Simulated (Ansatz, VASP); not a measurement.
Two plane-wave programs on NaI

Contents of INCAR:

```
SYSTEM = NaI
PREC = Accurate ; ENCUT = 520
EDIFF = 1E-7 ; ISMEAR = -1
SIGMA = 0.05 ; LREAL = .FALSE.
LASPH = .TRUE. ; NELM = 100
ALGO = Normal ; ISIF = 2
LWAVE = .FALSE. ; LCHARG = .FALSE.
GGA = PS ; NBANDS = 14
```

Contents of KPOINTS:

```
Automatic mesh
0
G
  7 7 7
  0 0 0
```

The input POSCAR:

```
NaI
1.0
    0.0000000000      3.1926595029      3.1926595029
    3.1926595029      0.0000000000      3.1926595029
    3.1926595029      3.1926595029      0.0000000000
I Na
1 1
Direct
    0.5000000000      0.5000000000      0.5000000000
    0.0000000000      0.0000000000      0.0000000000
```

The input input.yaml:

```yaml
crystal:
  lattice:
    - [0.0, 3.1926595029, 3.1926595029]
    - [3.1926595029, 0.0, 3.1926595029]
    - [3.1926595029, 3.1926595029, 0.0]
  atoms:
    - { symbol: I, position: [0.5, 0.5, 0.5] }
    - { symbol: Na, position: [0.0, 0.0, 0.0] }
hamiltonian:
  xc: pbesol
  pseudopotentials: { kind: paw }
kpoints:
  mp_grid: { grid: [7, 7, 7] }
scf:
  occupations: { method: fermi_dirac, width: 0.05 }
output:
  forces: true
  stress: true
  eigenvalues: true
```

Change from the starting cell: volume scaled by 0.96.

Alike in both runs: task single point; functional PBEsol; k mesh 7 × 7 × 7; occupations fermi-dirac, width 0.05 eV; no spin polarisation.

|  | VASP | Ansatz |
| --- | --- | --- |
| version | VASP 6.6.1 | Ansatz 0.2.0 |
| potentials or method | VASP PAW PBE potentials, release 64 (I, Na_pv) | Ansatz PAW |
| plane-wave cutoff (eV) | 520 | 420 |
| valence electrons in the cell | 14 | 26 |

Ansatz gave:

- gap on the k mesh at the Fermi level (eV): 3.62
- least direct gap on the mesh (eV): 3.62
- pressure (GPa): 0.1

Q: What did VASP give for the same quantities?

A: gap on the k mesh at the Fermi level (eV): 3.61; least direct gap on the mesh (eV): 3.61; pressure (GPa): 0.2.

The two sets of potentials don't hold the same shells in valence.

Caveats: spin-orbit coupling is left out, which moves the levels of the heavy elements; the PAW data sets were made with another functional, which shifts forces and pressure a little (VASP); odd divisions of the mesh miss points on the zone boundary, where band edges often lie, so the gap on the mesh can be too wide (Ansatz); the PAW data sets come from PBE, with cores solved anew for the run's functional, which leaves a small shift of forces and pressure (Ansatz).
